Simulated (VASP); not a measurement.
Output of a VASP run:

### OSZICAR
```
       N       E                     dE             d eps       ncg     rms          rms(c)
DAV:   1     0.647402037819E+02    0.64740E+02   -0.45051E+03  5048   0.433E+02
DAV:   2    -0.118160097344E+02   -0.76556E+02   -0.72386E+02  6346   0.139E+02
DAV:   3    -0.162503921940E+02   -0.44344E+01   -0.43049E+01  7810   0.261E+01
DAV:   4    -0.163650161682E+02   -0.11462E+00   -0.11458E+00  5918   0.436E+00
DAV:   5    -0.163653375349E+02   -0.32137E-03   -0.32136E-03  6330   0.207E-01    0.702E+00
DAV:   6    -0.148019487408E+02    0.15634E+01   -0.52330E+00  5788   0.619E+00    0.277E+00
DAV:   7    -0.147594714306E+02    0.42477E-01   -0.11931E-01  6264   0.123E+00    0.147E+00
DAV:   8    -0.147478150200E+02    0.11656E-01   -0.68325E-02  5862   0.111E+00    0.411E-01
DAV:   9    -0.147462628295E+02    0.15522E-02   -0.19254E-03  6234   0.210E-01    0.182E-01
DAV:  10    -0.147462122092E+02    0.50620E-04   -0.41258E-04  5814   0.103E-01    0.357E-02
DAV:  11    -0.147461988377E+02    0.13372E-04   -0.46434E-05  6580   0.351E-02    0.120E-02
DAV:  12    -0.147462002465E+02   -0.14089E-05   -0.52783E-06  7468   0.101E-02    0.881E-03
DAV:  13    -0.147461991780E+02    0.10686E-05   -0.12576E-06  6298   0.595E-03    0.147E-03
DAV:  14    -0.147461991262E+02    0.51819E-07   -0.10810E-07  5900   0.146E-03
   1 F= -.14746199E+02 E0= -.14746199E+02  d E =-.169300E-47
 imaginary and real dielectric function
```

File OUTCAR:
```
------------------------ aborting loop because EDIFF is reached ----------------------------------------
  FORCE on cell =-STRESS in cart. coord.  units (eV):
  Direction    XX          YY          ZZ          XY          YZ          ZX
  --------------------------------------------------------------------------------------
  Total        0.0074766      0.0074766      0.0074766     -0.0000000      0.0000000      0.0000000
  in kB        0.4972720      0.4972720      0.4972720     -0.0000000      0.0000000      0.0000000
  external PRESSURE =       0.4972720 kB  Pullay stress =       0.0000000 kB
  volume of cell :       24.09
      direct lattice vectors                 reciprocal lattice vectors
     0.000000000  2.292254807  2.292254807    -0.218125838  0.218125838  0.218125838
     2.292254807  0.000000000  2.292254807     0.218125838 -0.218125838  0.218125838
     2.292254807  2.292254807  0.000000000     0.218125838  0.218125838 -0.218125838
 POSITION                                       TOTAL-FORCE (eV/Angst)
 -----------------------------------------------------------------------------------
      1.14613      1.14613      1.14613         0.000000      0.000000      0.000000
      3.43838      3.43838      3.43838         0.000000      0.000000     -0.000000
      0.00000      0.00000      0.00000        -0.000000     -0.000000     -0.000000
 -----------------------------------------------------------------------------------
    total drift:                               -0.000000      0.000000      0.000000
  FREE ENERGIE OF THE ION-ELECTRON SYSTEM (eV)
  ---------------------------------------------------
  free  energy   TOTEN  =       -14.7461991262 eV

  energy  without entropy=      -14.7461991262  energy(sigma->0) =      -14.74619913

 plasma frequency squared (from intraband transitions) (eV^2)
  --------------------------------------------------------------------------------------
       0.000       0.000       0.000
      -0.000       0.000      -0.000
      -0.000      -0.000       0.000

 plasma frequency squared (from interband transitions, int dw w eps(2)(w)) (eV^2)
  --------------------------------------------------------------------------------------
     484.377       0.000      -0.000      -0.000       0.000      -0.000
      -0.000       0.000     484.377       0.000       0.000       0.000
       0.000       0.000       0.000      -0.000     484.377       0.000
```
(Selected blocks of OUTCAR.)

File POSCAR:
```
Li2O
1
    0.0000000000     2.2922548072     2.2922548072
    2.2922548072     0.0000000000     2.2922548072
    2.2922548072     2.2922548072     0.0000000000
Li O
2 1
Direct
  0.2500000000   0.2500000000   0.2500000000
  0.7500000000   0.7500000000   0.7500000000
  0.0000000000   0.0000000000   0.0000000000
```

Question: Reconstruct the remaining input files.

Answer: This is not unique; one that fits is the input of the run itself, PBEsol GGA, plane waves, VASP's PBE PAW potentials (set 64).

**INCAR**
```
ALGO = Normal
CSHIFT = 0.1
EDIFF = 1E-7
ENCUT = 520
GGA = PS
ISMEAR = 0
LASPH = .True.
LCHARG = .False.
LOPTICS = .True.
LREAL = .False.
LWAVE = .False.
NBANDS = 30
NEDOS = 1001
NELM = 100
PREC = Accurate
SIGMA = 0.01
SYSTEM = Li2O
```

### KPOINTS
```
Automatic mesh
0
Gamma
13 13 13
0 0 0
```

POTCAR, in this order: Li_sv O (PBE.64 set). Program: vasp_std.

The compound is Li2O in the antifluorite structure. It was relaxed first.
